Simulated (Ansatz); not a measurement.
Crystal: SnTe.

```
Te Sn
1.0
     0.00000    3.61115    3.61115
     3.61115    0.00000    3.61115
     3.61115    3.61115    0.00000
Te Sn
1 1
Direct
  0.25000 0.25000 0.25000
  0.00000 0.00000 0.00000
```

Measurements of this composition are mostly on another form, of space group No. 225.

- Program: Ansatz 0.2.0
- Task: relaxation of cell and atoms
- Functional: LDA
- Potentials or basis: Ansatz PAW
- Cutoff: 420 eV (not typed: the program's choice for these potentials)
- k mesh: 7 × 7 × 7
- Occupations: fermi-dirac, width 0.05 eV
- Spin: no spin polarisation

At the start: volume 47.09 Å³/atom.

Task: Where does the relaxation end?

Result: It ends after 4 steps and the volume is 42.94 Å³/atom (-8.8 %); space group F-43m (No. 216, to 0.05 Å).

The path:
| step | energy change (eV) | largest force (eV/Å) | volume (Å³) |
| --- | --- | --- | --- |
| 1 | 0.0000 | 0.0000 | 94.18 |
| 2 | -0.0618 | 0.0000 | 86.22 |
| 3 | -0.0619 | 0.0000 | 85.88 |
| 4 | -0.0609 | 0.0000 | 85.88 |

Final structure:
```cif
data_structure
_symmetry_space_group_name_H-M 'P 1'
_symmetry_Int_Tables_number 1
_cell_length_a 4.9523
_cell_length_b 4.9523
_cell_length_c 4.9523
_cell_angle_alpha 60.000
_cell_angle_beta 60.000
_cell_angle_gamma 60.000
_cell_volume 85.88
loop_
_atom_site_label
_atom_site_type_symbol
_atom_site_fract_x
_atom_site_fract_y
_atom_site_fract_z
_atom_site_occupancy
Te1 Te 0.25000 0.25000 0.25000 1
Sn1 Sn 0.00000 0.00000 0.00000 1
```

Caveat: the plane-wave basis is chosen anew once the cell has moved, so the energies of steps on either side of that aren't comparable; the PAW data sets come from PBE, with cores solved anew for the run's functional, which leaves a small shift of forces and pressure.
